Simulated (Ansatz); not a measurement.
input.yaml

```yaml
crystal:
  lattice:
    - [5.9387023504, -2.0665437033, 0.009554817]
    - [5.9387023504, 2.0665437033, 0.009554817]
    - [-1.6116724383, 0.0, 4.2141454435]
  atoms:
    - { symbol: In, position: [0.8842567043, 0.8842567043, 0.0160167353] }
    - { symbol: In, position: [0.1157432957, 0.1157432957, 0.9839832647] }
    - { symbol: Se, position: [0.6524176482, 0.6524176482, 0.6335442738] }
    - { symbol: Se, position: [0.3475823518, 0.3475823518, 0.3664557262] }
basis:
  ecutwfc: 420
kpoints:
  mp_grid: { grid: [8, 8, 6] }
hamiltonian:
  xc: pbe
  dispersion: d3bj
scf:
  occupations: { method: gaussian, width: 0.02 }
output:
  forces: true
  stress: true
  eigenvalues: true
relax:
  adjacent_minimum: "off"
  f_tol: 0.005
  max_steps: 80
  cell: { stress_tol: 0.05 }
```

Command:
```bash
ansatz run input.yaml --threads 1 --pin off --max-ram 2560MiB --backend cpu --events-out ev --progress --plain --runs-dir out
```

Theory: DFT PBE+D3(BJ), scalar-relativistic, plane waves, PAW in Ansatz 0.2.0.

Part of what the program printed, abridged:

```
Pseudopotentials: kind: paw
Pseudopotential: In, paw, valence charge 13, recommended cutoff 420 eV (normal)
Pseudopotential: Se, paw, valence charge 16, recommended cutoff 420 eV (normal)
Functional definition: PBE
Crystal: 4 atoms, lattice volume = 103.501 Å³
Basis set: ecut = 420 eV, 2025 PW (Γ), exchange–correlation on 90×90×64 points (8 copies of the dense FFT grid, shifted against one another)
Bands: 35, of which v1, the nominal top of the filled ones, is band 29 counted from 1 (28 counted from 0)
Symmetry: 4 space group operations
Space group: C2/m (ITA 12), of the structure as read, at distance tolerance 4.7e-5 Å
k-points: 114 of 384
Initial density: superposition of atomic densities (neutral atoms: chi_scale 0, normalization atom), corrected by the library's trained network
Initial wavefunctions: pseudopotential atomic-orbital guess
Functional: x = pbe(κ = 0.804, μ = 0.21951497), c = pbe(β = 0.06672455)
SCF iter   1: F=—  HF=-22137.090620 eV  |F-HF|=—  |Δ(HF+E_count)|=         —  Δρ=1.33e-3  dr2=2.79e-3  ethr=1.77e-3  ⟨swp⟩=7.1  Hψ=16374  notcnv=0  defer=1
SCF iter   2: F=—  HF=-22137.088076 eV  |F-HF|=—  |Δ(HF+E_count)|=   2.54e-3  Δρ=7.16e-4  dr2=4.18e-4  ethr=4.81e-6  ⟨swp⟩=2.0  Hψ=7651  notcnv=0  defer=184
SCF iter   3: F=—  HF=-22137.088225 eV  |F-HF|=—  |Δ(HF+E_count)|=   1.48e-4  Δρ=2.93e-4  dr2=7.57e-5  ethr=7.20e-7  ⟨swp⟩=2.2  Hψ=6020  notcnv=0  defer=184
SCF iter   4: F=—  HF=-22137.088297 eV  |F-HF|=—  |Δ(HF+E_count)|=   7.23e-5  Δρ=9.00e-5  dr2=1.06e-5  ethr=1.31e-7  ⟨swp⟩=2.0  Hψ=7111  notcnv=0  defer=184
SCF iter   5: F=—  HF=-22137.088304 eV  |F-HF|=—  |Δ(HF+E_count)|=   7.10e-6  Δρ=3.95e-5  dr2=2.24e-6  ethr=1.83e-8  ⟨swp⟩=2.0  Hψ=7111  notcnv=0  defer=184
SCF iter   6: F=—  HF=-22137.088305 eV  |F-HF|=—  |Δ(HF+E_count)|=   1.36e-6  Δρ=1.12e-5  dr2=1.54e-7  ethr=3.86e-9  ⟨swp⟩=3.0  Hψ=6781  notcnv=0  defer=184
SCF iter   7: F=-22137.088306 eV  HF=-22137.088306 eV  |F-HF|=7.07e-9  |Δ(HF+E_count)|=   1.51e-7  Δρ=3.16e-6  dr2=1.13e-8  ethr=1.72e-10  ⟨swp⟩=7.9  Hψ=17354  notcnv=0
SCF 1 converged in 7 iterations: F = -22137.088306 eV  dr2 = 1.13e-8
relax step   1: F+E_penalty+E_count = -22137.08830563 eV  Δ(F+E_penalty+E_count) = +0.000e0 eV  max|allowed force component| = 4.069e-2 eV/Å  Δτ_max = 0.0000 Å  P = -0.016 GPa  Ω = 103.501 Å³  (7 SCF iters, dr2 threshold 1.00e-7 eV, accepted)
Crystal: 4 atoms, lattice volume = 103.735 Å³
Basis set: ecut = 420 eV, 2029 PW (Γ), exchange–correlation on 90×90×64 points (8 copies of the dense FFT grid, shifted against one another)
Initial density: handed on by an earlier stage of this run
Initial wavefunctions: those handed on with the density
SCF iter   1: F=—  HF=-22137.089179 eV  |F-HF|=—  |Δ(HF+E_count)|=         —  Δρ=1.24e-3  dr2=1.57e-3  ethr=2.65e-6  ⟨swp⟩=2.6  Hψ=19866  notcnv=0
SCF iter   2: F=—  HF=-22137.088676 eV  |F-HF|=—  |Δ(HF+E_count)|=   5.03e-4  Δρ=4.59e-4  dr2=1.65e-4  ethr=2.65e-6  ⟨swp⟩=2.0  Hψ=6798  notcnv=0
SCF iter   3: F=—  HF=-22137.088633 eV  |F-HF|=—  |Δ(HF+E_count)|=   4.31e-5  Δρ=1.08e-4  dr2=1.18e-5  ethr=2.84e-7  ⟨swp⟩=2.0  Hψ=6158  notcnv=0
SCF iter   4: F=—  HF=-22137.088631 eV  |F-HF|=—  |Δ(HF+E_count)|=   2.09e-6  Δρ=2.25e-5  dr2=6.93e-7  ethr=2.03e-8  ⟨swp⟩=2.0  Hψ=7274  notcnv=0
SCF iter   5: F=-22137.088631 eV  HF=-22137.088631 eV  |F-HF|=5.28e-8  |Δ(HF+E_count)|=   1.77e-7  Δρ=8.81e-6  dr2=1.01e-7  ethr=2.02e-10  ⟨swp⟩=6.1  Hψ=17756  notcnv=0
SCF 2 converged in 5 iterations: F = -22137.088631 eV  dr2 = 1.01e-7
relax step   2: F+E_penalty+E_count = -22137.08863103 eV  Δ(F+E_penalty+E_count) = -3.254e-4 eV  max|allowed force component| = 4.128e-2 eV/Å  Δτ_max = 0.0139 Å  P = -0.020 GPa  Ω = 103.735 Å³  energy of the carried Pulay correction = -4.933e-5 eV  (5 SCF iters, dr2 threshold 1.17e-7 eV, accepted)
Crystal: 4 atoms, lattice volume = 103.380 Å³
SCF iter   1: F=—  HF=-22137.089272 eV  |F-HF|=—  |Δ(HF+E_count)|=         —  Δρ=7.07e-4  dr2=3.90e-4  ethr=7.17e-7  ⟨swp⟩=2.0  Hψ=19499  notcnv=0
SCF iter   2: F=—  HF=-22137.089144 eV  |F-HF|=—  |Δ(HF+E_count)|=   1.28e-4  Δρ=3.09e-4  dr2=6.35e-5  ethr=6.72e-7  ⟨swp⟩=2.2  Hψ=5065  notcnv=0
SCF iter   3: F=—  HF=-22137.089125 eV  |F-HF|=—  |Δ(HF+E_count)|=   1.93e-5  Δρ=5.38e-5  dr2=2.63e-6  ethr=1.09e-7  ⟨swp⟩=2.0  Hψ=6854  notcnv=0
SCF iter   4: F=—  HF=-22137.089126 eV  |F-HF|=—  |Δ(HF+E_count)|=   1.23e-6  Δρ=1.83e-5  dr2=3.76e-7  ethr=4.53e-9  ⟨swp⟩=2.0  Hψ=7296  notcnv=0
SCF iter   5: F=-22137.089126 eV  HF=-22137.089126 eV  |F-HF|=5.76e-9  |Δ(HF+E_count)|=   1.19e-7  Δρ=5.76e-6  dr2=2.08e-8  ethr=1.84e-10  ⟨swp⟩=5.2  Hψ=15395  notcnv=0
SCF 3 converged in 5 iterations: F = -22137.089126 eV  dr2 = 2.08e-8
relax step   3: F+E_penalty+E_count = -22137.08912626 eV  Δ(F+E_penalty+E_count) = -4.952e-4 eV  max|allowed force component| = 6.693e-3 eV/Å  Δτ_max = 0.0099 Å  P = +0.014 GPa  Ω = 103.380 Å³  energy of the carried Pulay correction = +2.538e-5 eV  (5 SCF iters, dr2 threshold 1.07e-7 eV, accepted)
Crystal: 4 atoms, lattice volume = 103.459 Å³
SCF iter   1: F=—  HF=-22137.089132 eV  |F-HF|=—  |Δ(HF+E_count)|=         —  Δρ=1.21e-4  dr2=9.14e-6  ethr=1.95e-8  ⟨swp⟩=2.2  Hψ=18945  notcnv=0
SCF iter   2: F=—  HF=-22137.089126 eV  |F-HF|=—  |Δ(HF+E_count)|=   6.46e-6  Δρ=5.44e-5  dr2=1.65e-6  ethr=1.58e-8  ⟨swp⟩=3.0  Hψ=7299  notcnv=0
SCF iter   3: F=—  HF=-22137.089129 eV  |F-HF|=—  |Δ(HF+E_count)|=   2.87e-6  Δρ=8.89e-6  dr2=6.86e-8  ethr=2.84e-9  ⟨swp⟩=2.0  Hψ=7296  notcnv=0
SCF iter   4: F=—  HF=-22137.089129 eV  |F-HF|=—  |Δ(HF+E_count)|=   5.03e-8  Δρ=2.77e-6  dr2=9.80e-9  ethr=1.18e-10  ⟨swp⟩=2.0  Hψ=7296  notcnv=0
SCF iter   5: F=-22137.089129 eV  HF=-22137.089129 eV  |F-HF|=4.80e-10  |Δ(HF+E_count)|=   2.07e-9  Δρ=8.73e-7  dr2=7.94e-10  ethr=4.83e-12  ⟨swp⟩=4.8  Hψ=14540  notcnv=0
SCF 4 converged in 5 iterations: F = -22137.089129 eV  dr2 = 7.94e-10
relax step   4: F+E_penalty+E_count = -22137.08912879 eV  Δ(F+E_penalty+E_count) = -2.524e-6 eV  max|allowed force component| = 3.095e-3 eV/Å  Δτ_max = 0.0017 Å  P = -0.004 GPa  Ω = 103.459 Å³  energy of the carried Pulay correction = +8.691e-6 eV  (5 SCF iters, dr2 threshold 2.80e-9 eV, accepted)
Initial wavefunctions: pseudopotential atomic-orbital guess (no wavefunctions were taken with the density)
SCF iter   1: F=—  HF=-22137.088872 eV  |F-HF|=—  |Δ(HF+E_count)|=         —  Δρ=1.23e-4  dr2=3.28e-7  ethr=2.06e-7  ⟨swp⟩=3.0  Hψ=25556  notcnv=0
SCF iter   2: F=—  HF=-22137.089057 eV  |F-HF|=—  |Δ(HF+E_count)|=   1.85e-4  Δρ=6.22e-5  dr2=8.35e-8  ethr=5.65e-10  ⟨swp⟩=2.0  Hψ=6701  notcnv=0
SCF iter   3: F=—  HF=-22137.089121 eV  |F-HF|=—  |Δ(HF+E_count)|=   6.37e-5  Δρ=1.29e-6  dr2=1.02e-9  ethr=1.44e-10  ⟨swp⟩=2.0  Hψ=4763  notcnv=0
SCF iter   4: F=—  HF=-22137.089121 eV  |F-HF|=—  |Δ(HF+E_count)|=   1.19e-8  Δρ=2.58e-7  dr2=5.60e-11  ethr=1.76e-12  ⟨swp⟩=2.0  Hψ=7296  notcnv=0
SCF iter   5: F=-22137.089121 eV  HF=-22137.089121 eV  |F-HF|=2.18e-11  |Δ(HF+E_count)|=  1.16e-10  Δρ=1.06e-7  dr2=1.34e-11  ethr=1.00e-12  ⟨swp⟩=4.0  Hψ=14146  notcnv=0
SCF 5 converged in 5 iterations: F = -22137.089121 eV  dr2 = 1.34e-11
SCF converged after 5 iterations
Free energy (F): -22137.089121 eV
Harris-Foulkes:  -22137.089121 eV  (|F-HF|=2.18e-11)
Internal energy: -22137.089121 eV  (E = F + TS)
E sigma→0 (E₀):  -22137.089121 eV
Fermi energy:    8.951791 eV
--- Per-component energies (eV) ---
  E_band       = -821.253336
  E_kinetic    = 722.480558
  E_local      = -7219.081055  (includes V_loc(G=0)·N_el)
  E_nonlocal   = -456.921109
  E_hartree    = 3347.854902
  E_xc         = -639.232090
  E_vxc        = -395.193882  (∫ρ·V_xc dr)
  E_paw        = -12132.150019  (= ΣΔE_a)
  E_vpaw       = -168.246569  (= ΣTr[D̂ρ^β])
  E_aug_tail   = -0.001131  (compensation charges beyond the density's cutoff)
  E_ewald      = -5758.662745
  E_disp       = -1.376432  (pairwise vdW)
  E_smearing   =  0.000000  (= −TS)
--- Forces (eV/Å), atoms counted from 1 ---
  atom   1  In    -0.00034394     0.00000000     0.00308442
  atom   2  In     0.00034394     0.00000000    -0.00308442
  atom   3  Se    -0.00072205     0.00000000     0.00084306
  atom   4  Se     0.00072205     0.00000000    -0.00084306
--- Stress (GPa, compression-positive) ---
       -0.017470       0.000000      -0.003223
        0.000000       0.002958       0.000000
       -0.003223       0.000000       0.002421
  P = ⅓ Tr σ = -0.0040 GPa (-0.040 kbar)
--- Band table (eV; the first three rows and the last of 114) ---
  k-point 0: bands = ["-38.5889", "-38.5880", "-38.5860", "-38.5857", "-38.5700", "-38.5698", "-38.5605", "-38.5602", "-38.5547", "-38.5547", "-6.0107", "-5.9363", "-5.7095", "-5.7009", "-5.6690", "-5.6649", "-5.6330", "-5.5505", "-5.5335", "-5.4098", "-4.8915", "-2.9610", "4.0242", "4.5079", "4.9645", "6.0333", "6.2550", "6.7883", "7.0734", "11.1002", "12.2104", "12.7379", "13.6537", "13.8257", "14.1633"]
  k-point 1: bands = ["-38.5889", "-38.5880", "-38.5860", "-38.5857", "-38.5700", "-38.5698", "-38.5605", "-38.5602", "-38.5547", "-38.5547", "-6.0094", "-5.9358", "-5.7121", "-5.6974", "-5.6700", "-5.6681", "-5.6328", "-5.5499", "-5.5312", "-5.4122", "-4.7522", "-3.0774", "3.5411", "4.1735", "4.8801", "6.3524", "6.6224", "7.1872", "7.5389", "10.8064", "11.2263", "12.9763", "13.0551", "13.9702", "15.1033"]
  k-point 2: bands = ["-38.5889", "-38.5879", "-38.5859", "-38.5857", "-38.5699", "-38.5698", "-38.5605", "-38.5603", "-38.5547", "-38.5546", "-6.0049", "-5.9365", "-5.7174", "-5.6902", "-5.6795", "-5.6637", "-5.6330", "-5.5490", "-5.5273", "-5.4155", "-4.3797", "-3.4037", "2.6930", "3.6354", "5.5959", "6.6126", "7.3651", "7.4059", "8.2098", "10.0820", "10.4106", "12.1866", "13.0338", "14.6220", "14.7108"]
  k-point 113: bands = ["-38.5890", "-38.5878", "-38.5862", "-38.5854", "-38.5700", "-38.5697", "-38.5604", "-38.5603", "-38.5547", "-38.5546", "-6.0257", "-5.7941", "-5.7866", "-5.7632", "-5.7045", "-5.6627", "-5.6283", "-5.5995", "-5.4613", "-5.3977", "-4.2495", "-3.4048", "2.2626", "3.2111", "6.0670", "7.0603", "7.0671", "7.3272", "8.3215", "10.6106", "11.6293", "11.6443", "12.3904", "13.4576", "14.3593"]
--- Relaxed structure (4 steps of the walk, 4 accepted, 1 SCFs on fresh bases) ---
  F+E_penalty+E_count = -22137.08912111 eV   max|allowed force component| = 3.084e-3 eV/Å   (the final SCF, on the basis selected at the relaxed cell)
  cell:  # Å, volume = 103.4593 Å³
    - [5.94661484, -2.06926395, 0.01756156]
    - [5.94661484, 2.06926395, 0.01756156]
    - [-1.60811402, 0.0, 4.19916540]
  atoms:
    - { symbol: In, position: [0.88485528, 0.88485528, 0.01933915] }
    - { symbol: In, position: [0.11514471, 0.11514471, 0.98066084] }
    - { symbol: Se, position: [0.65294058, 0.65294058, 0.63354357] }
    - { symbol: Se, position: [0.34705941, 0.34705941, 0.36645642] }
```

The relaxation met its thresholds.

Time: 81 s on 1 thread of Intel(R) Xeon(R) Platinum 8375C CPU @ 2.90GHz (Ice Lake), with other jobs on the host, peak memory 0.68 GiB.